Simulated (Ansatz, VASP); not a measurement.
# Hg: VASP beside Ansatz

```
CELL_PARAMETERS angstrom
2.07840 1.19996 1.97474
-2.07840 1.19996 1.97474
0.00000 -2.39993 1.97474
ATOMIC_POSITIONS crystal
Hg 0.00000 0.00000 0.00000
```

Alike in both runs: task single point; functional PBE; k mesh 10 × 10 × 10; occupations fermi-dirac, width 0.01 eV; no spin polarisation.

|  | VASP | Ansatz |
| --- | --- | --- |
| version | VASP 6.6.1 | Ansatz 0.2.0 |
| potentials or method | VASP PAW PBE potentials, release 64 (Hg) | plane waves (420 eV) with PAW, scalar-relativistic |
| plane-wave cutoff (eV) | 520 | 420 |
| valence electrons in the cell | 12 | 20 |

```csv
,VASP,Ansatz,Ansatz less VASP
pressure (GPa),0.1,-0.1,-0.16
largest component of the traceless stress (GPa),0.18,0.22,+0.034
```

With one functional, cell and mesh, what is left measures potentials, basis and numerics. The two sets of potentials don't hold the same shells in valence.

The runs have no spin-orbit coupling, so splittings on Hg are missing.
